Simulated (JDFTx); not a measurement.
# Bi under changes of volume

One of the cells (31.117 Å³/atom); the others are scaled copies at fixed shape and fractional positions:

```
Bi
1.0
    -1.98143    1.98143    1.98143
     1.98143   -1.98143    1.98143
     1.98143    1.98143   -1.98143
Bi
1
Direct
  0.00000 0.00000 0.00000
```

This isn't the form of Bi at room conditions, which is rhombohedral.

```yaml
Program: JDFTx 1.7.0 (patched build)
Functional: r2SCAN
Potentials_or_basis: SG15-PBE-1.2
Cutoff: 1088 eV
Density_cutoff: 4354 eV
k_mesh: 9 × 9 × 9
Occupations: fermi-dirac, width 0.05 eV
Spin: no spin polarisation
```

```tsv
volume (Å³/atom)	energy over the lowest point (meV/atom)	pressure (GPa)
29.250	?	?
29.872	1.49	1.0
30.495	0.00	-0.3
31.117	3.23	-1.4
31.739	10.63	-2.4
32.362	21.67	-3.2
32.984	35.84	-4.0
```

What does the run at 29.250 Å³/atom give?

Energy over the lowest point 8.31 meV/atom; pressure 2.5 GPa.

Worked out: A Birch-Murnaghan fit of order 3 (a polynomial in V^(-2/3)) to the other rows has its minimum at 30.37 Å³/atom with B0 = V·E''(V) = 61 GPa and B' = 5.5. It gives 8.42 meV/atom at 29.250 Å³/atom, against the run's 8.31, and -dE/dV = 2.5 GPa, against 2.5.

Energies are extrapolated to zero smearing.

Caveats: the potentials were made for another functional, which shifts forces and pressure.
